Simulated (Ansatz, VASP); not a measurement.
Two plane-wave programs on MgO

```xyz
4
Lattice="3.3151 0.0000 0.0000 -1.6575 2.8709 0.0000 0.0000 0.0000 5.1181" Properties=species:S:1:pos:R:3 pbc="T T T"
Mg    0.0000    1.9140    0.0316
Mg    1.6575    0.9570    2.5907
O     0.0000    1.9140    2.0391
O     1.6575    0.9570    4.5982
```

Measurements of this composition are mostly on another form, of space group No. 225.

Alike in both runs: functional PBE; k mesh 12 × 12 × 6; occupations gaussian, width 0.02 eV; no spin polarisation.

Ansatz relaxed the structure, and its values are those at the end. VASP's run is a single point on that final structure, the one shown.

```csv
,VASP,Ansatz
version,VASP 6.6.1,Ansatz 0.2.0
potentials or method,"VASP PAW PBE potentials, release 64 (Mg, O)","scalar-relativistic, plane waves, PAW"
plane-wave cutoff (eV),520,420
valence electrons in the cell,16,32
```

|  | VASP | Ansatz | Ansatz less VASP |
| --- | --- | --- | --- |
| gap on the k mesh at the Fermi level (eV) | 3.39 | 3.41 | +0.018 |
| least direct gap on the mesh (eV) | 3.39 | 3.41 | +0.018 |
| pressure (GPa) | -0.4 | 0.0 | +0.40 |

The two sets of potentials don't hold the same shells in valence.

A k mesh can miss the band edges. As with any semilocal functional, this PBE gap is likely too small.
